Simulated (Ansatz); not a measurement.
# Resistance of the fcc Cu(100) / fcc Pt(100) interface, part 3 of 3

How much resistance does one fcc Cu(100) / fcc Pt(100) interface add to a current across the layers?

Ansatz 0.2.0; Ansatz plane-wave DFT, PBE, PAW files; ballistic transport by layer matching (Landauer), zero bias; PAW set soft_1 (the session's first sound run).

So far, transmission per spin nearest the Fermi level: step 2 (transmission: PBE) 0.741; step 6 (LDA) 0.740; step 8 (r2SCAN, cutoff 500 eV) 0.735; step 10 (k-mesh 15×15×1, in plane spacing 2.5562 Å, lattice of Cu, PBE) 0.622.

### Step 11. Resistance: PBE on the lower metal's lattice

This step: Ansatz plane-wave DFT, PBE, PAW files; ballistic transport by layer matching (Landauer), zero bias; specific resistance of one interface, 1/T less the mean of the leads' 1/N; PAW set soft_1 (Ansatz 0.2.0).

Numbers from this step:

- area resistance: 0.6028 fΩ m²
- T over the leads' mean channel count: 0.5442
- twice the interface resistance (2AR, or 2AR* for magnets): 1.206 fΩ m²

Twice the interface resistance is 1.21 fΩ m² here, against 1.05 in the first run; 54.4 % of the two leads' mean channel count pass, 53.4 % before.

### Step 12. Transmission: PBE on the upper metal's lattice, k-mesh 13×13×1, in plane spacing 2.7731 Å

And the upper metal's lattice, which puts it on the lower one. To save time only the energies from -0.06 to 0.06 eV are solved. The mesh is 44×44 and the cutoff, the files' own for this level, 420 eV.

This step: Ansatz plane-wave DFT, PBE, PAW files; ballistic transport by layer matching (Landauer), zero bias; PAW set soft_1 (Ansatz 0.2.0).

The cell differs from the one that the last finished run ended in (a 2.556 → 2.773 Å, b 2.556 → 2.773 Å, c 41.154 → 34.966 Å).

input.yaml reads:

```yaml
crystal:
  lattice:
    - [2.7731313745, 0.0, 0.0]
    - [0.0, 2.7731313745, 0.0]
    - [0.0, 0.0, 34.966114007]
  atoms:
    - { symbol: Cu, position: [0.0, 0.0, 0.0285991174] }
    - { symbol: Cu, position: [0.5, 0.5, 0.0725191081] }
    - { symbol: Cu, position: [0.0, 0.0, 0.1164390987] }
    - { symbol: Cu, position: [0.5, 0.5, 0.1603590894] }
    - { symbol: Cu, position: [0.0, 0.0, 0.2042790801] }
    - { symbol: Cu, position: [0.5, 0.5, 0.2481990707] }
    - { symbol: Cu, position: [0.0, 0.0, 0.2921190614] }
    - { symbol: Cu, position: [0.5, 0.5, 0.3360390521] }
    - { symbol: Cu, position: [0.0, 0.0, 0.3799590427] }
    - { symbol: Cu, position: [0.5, 0.5, 0.4238790334] }
    - { symbol: Pt, position: [0.0, 0.0, 0.4738790334] }
    - { symbol: Pt, position: [0.5, 0.5, 0.5299590427] }
    - { symbol: Pt, position: [0.0, 0.0, 0.5860390521] }
    - { symbol: Pt, position: [0.5, 0.5, 0.6421190614] }
    - { symbol: Pt, position: [0.0, 0.0, 0.6981990707] }
    - { symbol: Pt, position: [0.5, 0.5, 0.7542790801] }
    - { symbol: Pt, position: [0.0, 0.0, 0.8103590894] }
    - { symbol: Pt, position: [0.5, 0.5, 0.8664390987] }
    - { symbol: Pt, position: [0.0, 0.0, 0.9225191081] }
    - { symbol: Pt, position: [0.5, 0.5, 0.9785991174] }
kpoints:
  mp_grid: { grid: [13, 13, 1] }
hamiltonian:
  xc: pbe
  pseudopotentials: { kind: paw, azcp: { folder: soft_1 } }
scf:
  occupations: { method: fermi_dirac, width: 0.1 }
output:
  transmission:
    leads: [[4, 5], [14, 15]]
    kmesh: [44, 44]
    e_range: [-0.06, 0.06]
    de: 0.04
  write_potential: true
  write_density: true
  volumetric_format: npy
```

Started as:

```console
$ ansatz run input.yaml --threads 4 --pin off --max-ram 15360MiB --backend cpu --events-out ev --progress --plain --runs-dir out
```

Numbers of over 12 decimals in the logs are rounded to 6 here.

What it wrote:

```text
[...]
Crystal: 20 atoms, lattice volume = 268.898 Å³
Basis set: ecut = 420 eV, 5353 PW (Γ)
Bands: 222, of which v1, the nominal top of the filled ones, is band 185 counted from 1 (184 counted from 0)
Symmetry: 16 space group operations
[...]
k-points: 28 of 169
[...]
SCF iter   1: F=—  HF=-191514.023953 eV  |F-HF|=—  |Δ(HF+E_count)|=         —  Δρ=1.35e-1  dr2=6.83e2  ethr=3.10e-3  ⟨swp⟩=4.1  Hψ=18341  notcnv=0  defer=182
[...]
SCF iter  16: F=-191499.172453 eV  HF=-191499.172453 eV  |F-HF|=4.13e-8  |Δ(HF+E_count)|=   1.06e-8  Δρ=3.59e-6  dr2=3.09e-8  ethr=2.70e-11  ⟨swp⟩=1.0  Hψ=13379  notcnv=0
SCF 1 converged in 16 iterations: F = -191499.172453 eV  dr2 = 3.09e-8
[...]
transmission: 804 of 8004 steps passed
transmission: 1608 of 8004 steps passed
[...]
transmission: 8004 of 8004 steps passed
SCF converged after 16 iterations
Free energy (F): -191499.172453 eV
[...]
Internal energy: -191498.547525 eV  (E = F + TS)
E sigma→0 (E₀):  -191498.859989 eV
Entropy (-TS):   -0.624928 eV (-31.246 meV/atom)
Fermi energy:    20.264641 eV
[...]
--- Band table (eV; the first three rows and the last of 28) ---
  k-point 0: bands = [... 181 lower, 19.3749, 19.5215, 19.6090, 19.6573, 19.8341, 19.8439, 19.8439, 20.0315, ... 33 higher]
  k-point 1: bands = [... 181 lower, 19.2871, 19.3772, 19.5739, 19.5813, 19.6820, 19.7001, 19.9186, 19.9527, ... 33 higher]
  k-point 2: bands = [... 181 lower, 19.0924, 19.2034, 19.4563, 19.5240, 19.7445, 19.8914, 19.9127, 19.9880, ... 33 higher]
  k-point 27: bands = [... 181 lower, 20.9318, 21.3358, 21.6450, 21.8104, 22.4712, 22.7276, 22.7365, 23.3982, ... 33 higher]
--- Transmission ---
  basis      : 69 plane waves across, 29 finite elements along
  points     : 276, standing for a mesh of 44 x 44
[...]
channels       : 1.106921e0 a spin
[...]
slowest decay  : 0.0587 /Å at (0.4545, 0.0455)
[...]
channels       : 2.237603e0 a spin
[...]
slowest decay  : 0.0062 /Å at (0.4318, 0.1136)
  junction   : crystal 0 to crystal 1, 8.61 to 24.13 Å
    transmission   : 7.753010e-1 a spin
[...]
```

Run time: 1.8 min. Hardware: 4 threads of Arm Neoverse V1, shared host; peak memory 2 GiB.

Numbers from this step:

```yaml
free_energy: -191499.1725 eV
energy_at_zero_smearing: -191498.8600 eV
fermi_energy: 20.26 eV
cell_area: 7.690 Å²
step_of_the_lead_s_potential: 4.3 meV
step_of_the_upper_lead_s_potential: 3.5 meV
```

Per spin. Transmission, zone mean against energy, zero at the Fermi level:

| energy (eV) | transmission, zone mean |
| --- | --- |
| -0.0600 | 0.796 |
| -0.0200 | 0.775 |
| 0.0200 | 0.758 |
| 0.0600 | 0.746 |

Over the solved energies the transmission per spin lies between 0.746 and 0.796, out of 1.12 channels of the lead on average (up to 1.13).

### Step 13. Resistance: PBE on the upper metal's lattice

This step: Ansatz plane-wave DFT, PBE, PAW files; ballistic transport by layer matching (Landauer), zero bias; specific resistance of one interface, 1/T less the mean of the leads' 1/N; PAW set soft_1 (Ansatz 0.2.0).

Numbers from this step:

```
area resistance                                           : 0.6137 fΩ m²
T over the leads' mean channel count                      : 0.4745
twice the interface resistance (2AR, or 2AR* for magnets) : 1.227 fΩ m²
```

Twice the interface resistance is 1.23 fΩ m² here, against 1.05 in the first run; 47.4 % of the two leads' mean channel count pass, 53.4 % before.

### Step 14. What came out

- 2AR, PBE: 1.05 fΩ m²
- 2AR, LDA: 1.06 fΩ m²
- 2AR, r2SCAN: 1.07 fΩ m²
- 2AR, PBE on the lower metal's lattice: 1.21 fΩ m²
- 2AR, PBE on the upper metal's lattice: 1.23 fΩ m²

One interface gives 2AR = 1.05 fΩ m² (PBE). The functionals span 1.05 to 1.07 fΩ m². A mesh a third as fine gives 0.944 against 1.05 fΩ m². The misfit of 8.1 % is shared out in plane at constant volume, which leaves both metals far from their own cubic or hexagonal shape; the values belong to these strained forms. With a misfit of 8.1 %, the choice of the common lattice gives 1.21 on the lower metal's and 1.23 fΩ m² on the upper one's. The formula assumes diffuse scattering between interfaces; layers sit on ideal sites at each metal's own atomic volume. Spin-orbit coupling is left out, which matters for Pt.

[Logs are printed without paths, hosts, clocks, repeated set-up lines and the standing remarks that a program may print on its own settings, such as how far it seeks lower states.]

[Hosts, paths, dates, database ids (printed as entryN), source tags and the programs' standing remarks are cut or masked in the printed files.]
